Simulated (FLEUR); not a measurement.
**AlP: equation of state with PBE**

AlP:

```
P Al
1.0
     0.00000    2.72550    2.72550
     2.72550    0.00000    2.72550
     2.72550    2.72550    0.00000
P Al
1 1
Direct
  0.75000 0.75000 0.75000
  0.00000 0.00000 0.00000
```

```yaml
Program: FLEUR MaX-R8.1 (later development tree)
Task: equation of state
Functional: PBE
Potentials_or_basis: all-electron
Basis: FLAPW
Kmax: 4.9 1/bohr
k_mesh: 8 × 8 × 8
Occupations: fermi-dirac, width 0.05 eV
Spin: no spin polarisation
Gmax: 15.2 1/bohr
Muffin-tin_radii: P 2.0, Al 2.0 bohr
lmax: P 8, Al 8
Local_orbitals_a_species: P 4, Al 4
```

* Equilibrium volume: 20.88 Å³/atom
* Bulk modulus: 82 GPa
* Pressure derivative of the bulk modulus: 4.1

Energy against volume, from the lowest point:
```
volume (Å³/atom)  energy (meV/atom)
          19.031              48.79
          19.436              28.53
          19.841              14.05
          20.246               4.79
          20.651               0.25
          21.056               0.00
          21.461               3.61
```

PBE usually gives volumes a little too large and moduli too small. Zero-point motion and thermal expansion aren't in these numbers.
